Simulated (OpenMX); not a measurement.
**SnO2 (Cassiterite): band structure with PBE**

SnO2 (Cassiterite):

```
CELL_PARAMETERS angstrom
4.73800 0.00000 0.00000
0.00000 4.73800 0.00000
0.00000 0.00000 3.18650
ATOMIC_POSITIONS crystal
Sn 0.50000 0.50000 0.50000
Sn 0.00000 0.00000 0.00000
O 0.80710 0.19290 0.50000
O 0.69290 0.69290 0.00000
O 0.19290 0.80710 0.50000
O 0.30710 0.30710 0.00000
```

```yaml
Program: OpenMX 3.8.5
Task: band structure
Functional: PBE
Potentials_or_basis: OpenMX 2013 PBE set, Sn7.0-s3p2d2f1, O6.0-s3p2d2, grid cutoff 500 Ry
k_mesh: 7 × 7 × 9
Occupations: fermi-dirac, width 0.05 eV
Spin: no spin polarisation
Mixing_scheme: rmm-diisk
SCF_threshold: 1e-08 Ha
Solver: band
Max_SCF_cycles: 100
```

```yaml
Pressure: 13.3 GPa
Largest_force: 0.416 eV/Å
Band_gap_along_the_path: none (metal or under the smearing width)
Mulliken_charges: Sn +0.86; O -0.43 e
```

Forces on the atoms (eV/Å):
```
Sn   0.000  0.000  0.000
Sn   0.000  0.000  0.000
O   -0.294  0.294  0.000
O    0.294  0.294  0.000
O    0.294 -0.294  0.000
O   -0.294 -0.294  0.000
```

Levels at the corners of the path, in eV from the Fermi level:
```tsv
point	band 22	band 23	band 24	band 25	band 26	band 27	band 28	band 29	band 30	band 31
Γ	-0.91	-0.91	-0.52	-0.52	0.30	1.62	6.16	6.64	6.66	6.66
X	-1.67	-0.90	-0.90	-0.37	-0.37	4.75	4.75	7.39	7.39	8.60
M	-1.75	-0.97	-0.97	-0.59	-0.59	5.22	5.22	7.79	7.79	11.33
Γ	-0.91	-0.91	-0.52	-0.52	0.30	1.62	6.16	6.64	6.66	6.66
Z	-2.36	-1.34	-1.34	-0.97	-0.97	0.49	0.49	6.56	6.56	10.24
R	-1.40	-0.83	-0.83	-0.38	-0.38	2.65	2.65	6.81	6.81	8.34
A	-2.17	-0.67	-0.67	-0.56	-0.56	-0.56	-0.56	5.25	5.25	9.33
Z|X	-2.36	-1.34	-1.34	-0.97	-0.97	0.49	0.49	6.56	6.56	10.24
R|M	-1.40	-0.83	-0.83	-0.38	-0.38	2.65	2.65	6.81	6.81	8.34
A	-2.17	-0.67	-0.67	-0.56	-0.56	-0.56	-0.56	5.25	5.25	9.33
```

It took 11 min on 1 thread of Arm Neoverse V1, with other jobs on the host, peak memory 1.8 GiB.

Caveat: Mulliken charges move with the basis; spin-orbit coupling is left out, which moves the levels of the heavy elements; the basis of atomic orbitals isn't converged, which shifts pressures, moduli and gaps.
